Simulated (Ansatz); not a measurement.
**BaTiO3: band gap under strain**

How does strain move the band edges of BaTiO3 built on the cubic perovskite prototype, and do the functionals agree on it? States: -2.0 % equal strain in all directions; -1.0 % equal strain in all directions; +1.0 % equal strain in all directions.

The runs shown are made with Ansatz 0.2.0. PAW datasets, plane waves. Calculated at 0 K for a non-magnetic cell.

## 1. The cell

The unstrained cell was relaxed with r2SCAN; in each strained cell the atoms were relaxed again with r2SCAN. Names of k-points are those of the unstrained zone, where strain can split equivalent points. First state: -2.0 % equal strain in all directions.

Space group Pm-3m (No. 221), cubic; a = 3.914 Å in the conventional setting, 11.99 Å³ an atom. Ba has 12 O at 2.77 Å; Ti has 6 O at 1.96 Å; O has 2 Ti at 1.96 Å and 4 Ba at 2.77 Å.

As a file:

```xyz
5
Lattice="3.9142 0.0000 0.0000 0.0000 3.9142 0.0000 0.0000 0.0000 3.9142" Properties=species:S:1:pos:R:3 pbc="T T T"
Ba    0.0000    0.0000    0.0000
Ti    1.9571    1.9571    1.9571
O     1.9571    1.9571    0.0000
O     1.9571    0.0000    1.9571
O     0.0000    1.9571    1.9571
```

From earlier runs on the unstrained cell: PBE 1.82 eV, r2SCAN 2.17 eV, HSE06 3.21 eV, r2SCAN+SOC 2.16 eV; a = 3.994 Å.

## 2. -2.0 % equal strain in all directions: PBE

Input file input.yaml:

```yaml
crystal:
  lattice:
    - [3.91421459, 0.0, 0.0]
    - [0.0, 3.91421459, 0.0]
    - [0.0, 0.0, 3.91421459]
  atoms:
    - { symbol: Ba, position: [0.0, 0.0, 0.0] }
    - { symbol: Ti, position: [0.5, 0.5, 0.5] }
    - { symbol: O, position: [0.5, 0.5, 0.0] }
    - { symbol: O, position: [0.5, 0.0, 0.5] }
    - { symbol: O, position: [0.0, 0.5, 0.5] }
kpoints:
  mp_grid: { grid: [6, 6, 6] }
  band_path:
    path:
      - [0.0, 0.0, 0.0]
      - [0.0, 0.5, 0.0]
      - [0.5, 0.5, 0.0]
      - [0.5, 0.5, 0.5]
      - [0.489583, -0.5, -0.5]
    npoints: 1
hamiltonian:
  xc: pbe
scf:
  occupations: { method: fermi_dirac, width: 0.02 }
  n_extra_bands: 5
output:
  forces: true
  stress: true
  eigenvalues: true
  write_density: true
  write_potential: true
  elf: true
  volumetric_format: npy
```

Command:

```sh
ansatz run input.yaml --threads 2 --pin off --max-ram 29491MiB --backend cpu --events-out ev --progress --plain --runs-dir out
```

Further steps of the session: -2.0 % equal strain in all directions: r2SCAN; -2.0 % equal strain in all directions: HSE06; -2.0 % equal strain in all directions: r2SCAN+SOC; -2.0 % equal strain in all directions: r2SCAN; -1.0 % equal strain in all directions: PBE; -1.0 % equal strain in all directions: r2SCAN; -1.0 % equal strain in all directions: HSE06; -1.0 % equal strain in all directions: r2SCAN+SOC; -1.0 % equal strain in all directions: r2SCAN; +1.0 % equal strain in all directions: PBE; +1.0 % equal strain in all directions: r2SCAN; +1.0 % equal strain in all directions: HSE06; +1.0 % equal strain in all directions: r2SCAN+SOC; +1.0 % equal strain in all directions: r2SCAN.

**Question.** What will these runs give?

As calculated:

Least gap in eV (negative: overlap), with the change from the unstrained cell in brackets:

```
                                state  volume change (%)           PBE        r2SCAN         HSE06
-2.0 % equal strain in all directions               -5.9  1.95 (+0.13)  2.32 (+0.15)  3.37 (+0.16)
-1.0 % equal strain in all directions               -3.0  1.89 (+0.07)  2.25 (+0.08)  3.29 (+0.08)
+1.0 % equal strain in all directions               +3.0  1.76 (-0.06)  2.10 (-0.07)  3.12 (-0.09)
```

**Reading.** With HSE06, of the states in the table -2.0 % equal strain in all directions shifts the gap most, by +0.166 eV. PBE and HSE06 differ by 1.38 eV on the unstrained gap, and by at most 0.04 eV on its change: the two disagree on the size of the gap but agree on its response to strain. Spin-orbit coupling is left out of the table, though the cell holds Ba (Z = 56).
